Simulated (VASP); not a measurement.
# InSe (Pm-3m) in VASP: a series of runs

Aim: see how the results for InSe move with the level of theory and the settings. Levels: r2SCAN+D3(BJ), PBE. Tasks: relaxation of cell and atoms.

Program: VASP 6.6.1. These are calculated values, not measurements. Logs are shortened: lines on timing, memory, paths and dates and some standing lists are left out, and cuts for length are marked.

**1. The structure**

The structure is cubic, space group Pm-3m (No. 221). Conventional cell: a = 3.632 Å, b = 3.632 Å, c = 3.632 Å, α = 90.00°, β = 90.00°, γ = 90.00°. In (site symmetry m-3m) has 8 Se at 3.15 Å as nearest neighbours. Se (site symmetry m-3m) has 8 In at 3.15 Å as nearest neighbours.

The cell was built by a generator and needn't be a form met in nature.

**2. Relaxation of cell and atoms, r2SCAN+D3(BJ)**

Contents of INCAR:

```
PREC = Accurate
ENCUT = 600
EDIFF = 1E-6
ISMEAR = 0
SIGMA = 0.05
LREAL = False
LASPH = True
NELM = 80
ALGO = Normal
ISIF = 3
LWAVE = False
LCHARG = False
METAGGA = R2SCAN
LMIXTAU = True
IVDW = 12
VDW_S6 = 1.0
VDW_S8 = 0.78981345
VDW_A1 = 0.49484001
VDW_A2 = 5.73083694
IBRION = 2
NSW = 40
EDIFFG = -0.02
```

Contents of KPOINTS:

```
regular mesh
0
Gamma
  7 7 7
```

Contents of POSCAR:

```
InSe
1.0
    3.6320400000      0.0000000000      0.0000000000
    0.0000000000      3.6320400000      0.0000000000
    0.0000000000      0.0000000000      3.6320400000
In Se
1 1
Direct
    0.5000000000      0.5000000000      0.5000000000
    0.0000000000      0.0000000000      0.0000000000
```

Potentials or basis: VASP PAW PBE potentials, release 64 (In_d, Se).

The run is started by

```
$ cat potpaw_PBE.64/In_d/POTCAR potpaw_PBE.64/Se/POTCAR > POTCAR
$ mpirun -np 1 vasp_std > vasp.out
```

OUTCAR:

```text
PREC = Accurate
   ENCUT = 600
   EDIFF = 1E-6
   ISMEAR = 0
   LREAL = False
   LASPH = True
   NELM = 80
   ISIF = 3
   METAGGA = R2SCAN
   IVDW = 12
   IBRION = 2
   NSW = 40
   EDIFFG = -0.02
 IVDW          = 12

 ion  position               nearest neighbor table
   1  0.500  0.500  0.500-   2 3.15   2 3.15   2 3.15   2 3.15   2 3.15   2 3.15   2 3.15   2 3.15

   2  0.000  0.000  0.000-   1 3.15   1 3.15   1 3.15   1 3.15   1 3.15   1 3.15   1 3.15   1 3.15

  LATTYP: Found a simple cubic cell.
 ALAT       =     3.6320400000

  Lattice vectors:

 A1 = (   3.6320400000,   0.0000000000,   0.0000000000)
 A2 = (   0.0000000000,   3.6320400000,   0.0000000000)
 A3 = (   0.0000000000,   0.0000000000,   3.6320400000)

Analysis of symmetry for initial positions (statically):
=====================================================================
 Subroutine PRICEL returns:
 Original cell was already a primitive cell.

 Routine SETGRP: Setting up the symmetry group for a
 simple cubic supercell.

 Subroutine GETGRP returns: Found 48 space group operations
 (whereof 48 operations were pure point group operations)
 out of a pool of 48 trial point group operations.

The static configuration has the point symmetry O_h .

Analysis of symmetry for dynamics (positions and initial velocities):
=====================================================================
 Subroutine PRICEL returns:
 Original cell was already a primitive cell.

 Routine SETGRP: Setting up the symmetry group for a
 simple cubic supercell.

 Subroutine GETGRP returns: Found 48 space group operations
 (whereof 48 operations were pure point group operations)
 out of a pool of 48 trial point group operations.

The dynamic configuration has the point symmetry O_h .

 Subroutine INISYM returns: Found 48 space group operations
 (whereof 48 operations are pure point group operations),
 and found     1 'primitive' translations

----------------------------------------------------------------------------------------

                                     Primitive cell

  volume of cell :      47.9128

  direct lattice vectors                    reciprocal lattice vectors
     3.632040000  0.000000000  0.000000000     0.275327364  0.000000000  0.000000000
     0.000000000  3.632040000  0.000000000     0.000000000  0.275327364  0.000000000
     0.000000000  0.000000000  3.632040000     0.000000000  0.000000000  0.275327364

  length of vectors
     3.632040000  3.632040000  3.632040000     0.275327364  0.275327364  0.275327364

  position of ions in fractional coordinates (direct lattice)
     0.500000000  0.500000000  0.500000000
     0.000000000  0.000000000  0.000000000

  ion indices of the primitive-cell ions
   primitive index   ion index
                 1           1
                 2           2

----------------------------------------------------------------------------------------

 KPOINTS: regular mesh

Automatic generation of k-mesh.
 Grid dimensions read from file:
 generate k-points for:    7    7    7

 Generating k-lattice:

  Cartesian coordinates                     Fractional coordinates (reciprocal lattice)
     0.039332481  0.000000000  0.000000000     0.142857143  0.000000000  0.000000000
     0.000000000  0.039332481  0.000000000     0.000000000  0.142857143  0.000000000
     0.000000000  0.000000000  0.039332481     0.000000000  0.000000000  0.142857143

  Length of vectors
     0.039332481  0.039332481  0.039332481

  Shift w.r.t. Gamma in fractional coordinates (k-lattice)
     0.000000000  0.000000000  0.000000000

 Subroutine IBZKPT returns following result:
 ===========================================

 Found     20 irreducible k-points:

 Following reciprocal coordinates:
            Coordinates               Weight
  0.000000  0.000000  0.000000      1.000000
  0.142857  0.000000  0.000000      6.000000
  0.285714  0.000000  0.000000      6.000000
  0.428571  0.000000  0.000000      6.000000
  0.142857  0.142857  0.000000     12.000000
  0.285714  0.142857  0.000000     24.000000
[... 12 lines left out ...]
  0.428571  0.428571  0.285714     24.000000
  0.428571  0.428571  0.428571      8.000000
   k-points           NKPTS =     20   k-points in BZ     NKDIM =     20   number of bands    NBANDS=     13
   number of dos      NEDOS =    301   number of ions     NIONS =      2
   total plane-waves  NPLWV =  27000
   dimension x,y,z NGX =    30 NGY =   30 NGZ =   30
   dimension x,y,z NGXF=    60 NGYF=   60 NGZF=   60
   ions per type =               1   1
   NGX,Y,Z   is equivalent  to a cutoff of  13.73, 13.73, 13.73 a.u.
   NGXF,Y,Z  is equivalent  to a cutoff of  27.46, 27.46, 27.46 a.u.
 SYSTEM =  unknown system
   PREC   = accura    normal or accurate (medium, high low for compatibility)
   ISTART =      0    job   : 0-new  1-cont  2-samecut
   ICHARG =      2    charge: 1-file 2-atom 10-const
   ISPIN  =      1    spin polarized calculation?
   LNONCOLLINEAR =      F non collinear calculations
   LSORBIT =      F    spin-orbit coupling
   LASPH  =      T    aspherical Exc in radial PAW
   ENCUT  =  600.0 eV  44.10 Ry    6.64 a.u.   7.25  7.25  7.25*2*pi/ulx,y,z
   NELM   =     80;   NELMIN=  2; NELMDL= -5     # of ELM steps
   EDIFF  = 0.1E-05   stopping-criterion for ELM
   LREAL  =      F    real-space projection
   EDIFFG = -.2E-01   stopping-criterion for IOM
   NSW    =     40    number of steps for IOM
   IBRION =      2    ionic relax: 0-MD 1-quasi-New 2-CG
   NFREE  =      1    steps in history (QN), initial steepest desc. (CG)
   ISIF   =      3    stress and relaxation
   ISYM   =      2    0-nonsym 1-usesym 2-fastsym
   POTIM  = 0.5000    time-step for ionic-motion
   TEBEG  =    0.0;   TEEND  =   0.0 temperature during run
   PSTRESS=    0.0 pullay stress
   NELECT =      19.0000    total number of electrons
   NUPDOWN=      -1.0000    fix difference up-down
   EMIN   =  10.00;   EMAX   =-10.00  energy-range for DOS
   EFERMI =   0.00;   METHOD = LEGACY
   ISMEAR =     0;   SIGMA  =   0.05  broadening in eV -4-tet -1-fermi 0-gaus
   EFERMI_NEDOS =   21; number of points for ismear=-14 and -15
   IALGO  =     38    algorithm
   IMIX   =      4    mixing-type and parameters
     AMIX     =   0.40;   BMIX     =  1.00
     AMIX_MAG =   1.60;   BMIX_MAG =  1.00
  volume/ion in A,a.u.               =      23.96       161.67
  Fermi-wavevector in a.u.,A,eV,Ry     =   1.202750  2.272868 19.682295  1.446608
  Thomas-Fermi vector in A             =   2.338523
   LORBIT       =      0    0 simple, 1 ext, 2 COOP (PROOUT), +10 PAW based schemes
   METAGGA = R2SCAN    functional components
   LHFCALC =     F    Hartree Fock is set to
   AEXX    =    0.0000 exact exchange contribution
   IVDW    =    12    specifies the selected vdW correction
   LEPSILON=     F    determine dielectric tensor
   LRPA    =     F    only Hartree local field effects (RPA)
 conjugate gradient relaxation of ions
 non-spin polarized calculation
 Gauss-broadening in eV      SIGMA  =   0.05
  energy-cutoff  :      600.00
  volume of cell :       47.91
 maximum number of plane-waves:      1614
 NGX is ok and might be reduce to    30
   NGX = 15   NGY = 15   NGZ = 15

--------------------------------------- Ionic step        1  -------------------------------------------

 number of electron      18.9999994 magnetization

 Free energy of the ion-electron system (eV)
  ---------------------------------------------------
  ext. energy  EPLUGINS =         0.00000000
  ---------------------------------------------------
  free energy    TOTEN  =       -37.40357476 eV

  energy without entropy =      -37.40338393  energy(sigma->0) =      -37.40347934

------------------------ aborting loop because EDIFF is reached ----------------------------------------

 Edisp (eV)   -0.34709

 E8    (eV) :    -0.1253

  FORCE on cell =-STRESS in cart. coord.  units (eV):
  Direction    XX          YY          ZZ          XY          YZ          ZX
  --------------------------------------------------------------------------------------
  -------------------------------------------------------------------------------------
  Total      -0.85086    -0.85086    -0.85086     0.00000     0.00000    -0.00000
  in kB     -28.45216   -28.45216   -28.45216     0.00000     0.00000    -0.00000
  external pressure =      -28.45 kB  Pullay stress =        0.00 kB

 VOLUME and BASIS-vectors are now :
 -----------------------------------------------------------------------------
  energy-cutoff  :      600.00
  volume of cell :       47.91
      direct lattice vectors                 reciprocal lattice vectors
     3.632040000  0.000000000  0.000000000     0.275327364  0.000000000  0.000000000
     0.000000000  3.632040000  0.000000000     0.000000000  0.275327364  0.000000000
     0.000000000  0.000000000  3.632040000     0.000000000  0.000000000  0.275327364

 POSITION                                       TOTAL-FORCE (eV/Angst)
 -----------------------------------------------------------------------------------
      1.81602      1.81602      1.81602         0.000000      0.000000      0.000000
      0.00000      0.00000      0.00000         0.000000      0.000000      0.000000
 -----------------------------------------------------------------------------------
    total drift:                                0.000000      0.000000      0.000000
[... 25 lines left out ...]
 VOLUME and BASIS-vectors are now :
 -----------------------------------------------------------------------------
  energy-cutoff  :      600.00
  volume of cell :       45.02
      direct lattice vectors                 reciprocal lattice vectors
     3.557496755  0.000000000 -0.000000000     0.281096532 -0.000000000 -0.000000000
     0.000000000  3.557496755 -0.000000000    -0.000000000  0.281096532 -0.000000000
     0.000000000  0.000000000  3.557496755     0.000000000  0.000000000  0.281096532

 POSITION                                       TOTAL-FORCE (eV/Angst)
 -----------------------------------------------------------------------------------
      1.77875      1.77875      1.77875         0.000000      0.000000      0.000000
      0.00000      0.00000      0.00000        -0.000000     -0.000000      0.000000
 -----------------------------------------------------------------------------------
    total drift:                                0.000000      0.000000      0.000000

  FREE ENERGIE OF THE ION-ELECTRON SYSTEM (eV)
  ---------------------------------------------------
  free  energy   TOTEN  =       -37.7720830136 eV

  energy  without entropy=      -37.7718932882  energy(sigma->0) =      -37.77198815

--------------------------------------- Ionic step        3  -------------------------------------------

 number of electron      19.0000004 magnetization

 Free energy of the ion-electron system (eV)
  ---------------------------------------------------
  ext. energy  EPLUGINS =         0.00000000
  ---------------------------------------------------
  free energy    TOTEN  =       -37.40683217 eV

  energy without entropy =      -37.40664246  energy(sigma->0) =      -37.40673732

 E-fermi :   6.4669     XC(G=0): -10.9940

 val. band max:        6.2291179670   @ k =   0.4286   0.4286   0.0000
 cond. band min:       6.5157551868   @ k =   0.2857   0.0000   0.0000
 fundamental gap:      0.2866372197
 Fermi energy:         6.4668545678

 k-point     1 :       0.0000    0.0000    0.0000
  band No.  band energies     occupation
      1      -8.7079      2.00000
      2      -8.7079      2.00000
      3      -8.5093      2.00000
      4      -8.5093      2.00000
      5      -8.5093      2.00000
      6      -8.0260      2.00000
      7       3.1776      2.00000
      8       4.6723      2.00000
      9       4.6723      2.00000
     10       4.6723      2.00000
     11      12.0553      0.00000
     12      12.0553      0.00000
     13      15.6145      0.00000

 k-point     2 :       0.1429    0.0000    0.0000
  band No.  band energies     occupation
      1      -8.7054      2.00000
      2      -8.6787      2.00000
      3      -8.5235      2.00000
      4      -8.5235      2.00000
      5      -8.5080      2.00000
      6      -7.8725      2.00000
      7       1.9498      2.00000
      8       4.8621      2.00000
      9       4.8621      2.00000
     10       5.4656      2.00000
     11      12.2353      0.00000
     12      12.5767      0.00000
     13      14.7479      0.00000
[... 303 lines left out ...]
 VOLUME and BASIS-vectors are now :
 -----------------------------------------------------------------------------
  energy-cutoff  :      600.00
  volume of cell :       45.51
      direct lattice vectors                 reciprocal lattice vectors
     3.570239894  0.000000000 -0.000000000     0.280093223 -0.000000000 -0.000000000
     0.000000000  3.570239894 -0.000000000    -0.000000000  0.280093223 -0.000000000
     0.000000000  0.000000000  3.570239894     0.000000000  0.000000000  0.280093223

 POSITION                                       TOTAL-FORCE (eV/Angst)
 -----------------------------------------------------------------------------------
      1.78512      1.78512      1.78512         0.000000      0.000000      0.000000
      0.00000      0.00000      0.00000        -0.000000     -0.000000      0.000000
 -----------------------------------------------------------------------------------
    total drift:                                0.000000      0.000000      0.000000

  FREE ENERGIE OF THE ION-ELECTRON SYSTEM (eV)
  ---------------------------------------------------
  free  energy   TOTEN  =       -37.7730904178 eV

  energy  without entropy=      -37.7729007082  energy(sigma->0) =      -37.77299556

 reached required accuracy - stopping structural energy minimisation
```

Wall time 3.3 min (1 thread of Intel Xeon Platinum 8488C (Sapphire Rapids), shared host); peak memory 0.2 GiB.

What came out:

```yaml
Free_energy: -37.7731 eV
Relaxed_volume: 22.75 Å³/atom
Relaxed_cell: a = 3.570 Å, b = 3.570 Å, c = 3.570 Å, α = 90.00°, β = 90.00°, γ = 90.00°
Space_group_after_relaxing_to_0.05_Å: Pm-3m (No. 221)
Energy_gained_by_relaxing: 11.2 meV/atom
Ionic_steps: 3
Pressure_after_relaxing: 0.0 GPa
Band_gap_on_the_k_mesh: none (metal or under the smearing width)
Dispersion_energy_per_atom: -0.183 eV
```

Step by step:
| step | energy change (eV) | largest force (eV/Å) | pressure (GPa) | volume (Å³) |
| --- | --- | --- | --- | --- |
| 1 | 0.0000 | 0.0000 | -2.85 | 47.91 |
| 2 | -0.0214 | 0.0000 | 0.70 | 45.02 |
| 3 | -0.0224 | 0.0000 | 0.01 | 45.51 |

Final structure:
```
CELL_PARAMETERS angstrom
3.57024 0.00000 0.00000
0.00000 3.57024 0.00000
0.00000 0.00000 3.57024
ATOMIC_POSITIONS crystal
In 0.50000 0.50000 0.50000
Se 0.00000 0.00000 0.00000
```

Caveat: the PAW data sets were made with another functional, which shifts forces and pressure a little; pairwise dispersion overbinds metals, which lowers pressure and volume.

**3. Relaxation of cell and atoms, PBE**

Contents of INCAR:

```
SYSTEM = InSe
PREC = Accurate ; ENCUT = 600
EDIFF = 1E-7 ; ISMEAR = 0
SIGMA = 0.05 ; LREAL = .False.
LASPH = .True. ; NELM = 80
ALGO = Fast ; ISIF = 3
LWAVE = .False. ; LCHARG = .False.
GGA = PE ; IBRION = 2
NSW = 40 ; EDIFFG = -0.01
```

Contents of KPOINTS:

```
regular mesh
0
Gamma
  7 7 7
  0 0 0
```

POSCAR is that of step 2.

Potentials or basis: VASP PAW PBE potentials, release 64 (In_d, Se).

The run is started by

```
$ cat potpaw_PBE.64/In_d/POTCAR potpaw_PBE.64/Se/POTCAR > POTCAR
$ mpirun -np 1 vasp_std > vasp.out
```

Wall time 16 s (1 thread of AMD EPYC 9R45 (Zen 5), shared host); peak memory 0.14 GiB.

It converged, with:

```yaml
Free_energy: -6.4630 eV
Relaxed_volume: 23.92 Å³/atom
Relaxed_cell: a = 3.630 Å, b = 3.630 Å, c = 3.630 Å, α = 90.00°, β = 90.00°, γ = 90.00°
Space_group_after_relaxing_to_0.05_Å: Pm-3m (No. 221)
Energy_gained_by_relaxing: 0.0 meV/atom
Ionic_steps: 2
Pressure_after_relaxing: 0.0 GPa
Band_gap_on_the_k_mesh: none (metal or under the smearing width)
```

Final structure:
```
CELL_PARAMETERS angstrom
3.63002 0.00000 0.00000
0.00000 3.63002 0.00000
0.00000 0.00000 3.63002
ATOMIC_POSITIONS crystal
In 0.50000 0.50000 0.50000
Se 0.00000 0.00000 0.00000
```

Levels at points of the mesh, in eV from the Fermi level:
```tsv
k point	band 6	band 7	band 8	band 9	band 10	band 11	band 12	band 13
(0.00, 0.00, 0.00)	-13.48	-3.49	-1.40	-1.40	-1.40	5.28	5.28	8.34
```

**4. For comparison**

An earlier run on the cell as given: functional PBE; potentials or basis VASP PAW PBE potentials, release 64 (In_d, Se); cutoff 520 eV; k mesh 7 × 7 × 7; occupations fermi-dirac, width 0.05 eV; no spin polarisation.

* Pressure: 0.0 GPa
* Band gap on the k mesh: none (metal or under the smearing width)

**5. Overview**

| task | level | cell | cutoff (eV) | smearing | gap on the mesh (eV) | pressure (GPa) | relaxed volume (Å³/atom) |
| --- | --- | --- | --- | --- | --- | --- | --- |
| relaxation of cell and atoms | r2SCAN+D3(BJ) | relaxed | 600 | gaussian 0.05 eV | none | 0.0 | 22.75 |
| relaxation of cell and atoms | PBE | relaxed | 600 | gaussian 0.05 eV | none | 0.0 | 23.92 |
| single point | PBE | as given | 520 | fermi-dirac 0.05 eV | none | 0.0 | - |

Alike in all rows: potentials or basis VASP PAW PBE potentials, release 64 (In_d, Se); no spin polarisation; k mesh 7 × 7 × 7.

Caveats: the PAW data sets were made with another functional, which shifts forces and pressure a little (some runs); pairwise dispersion overbinds metals, which lowers pressure and volume (some runs).

Absolute energies hang on the potentials; compare differences alone.
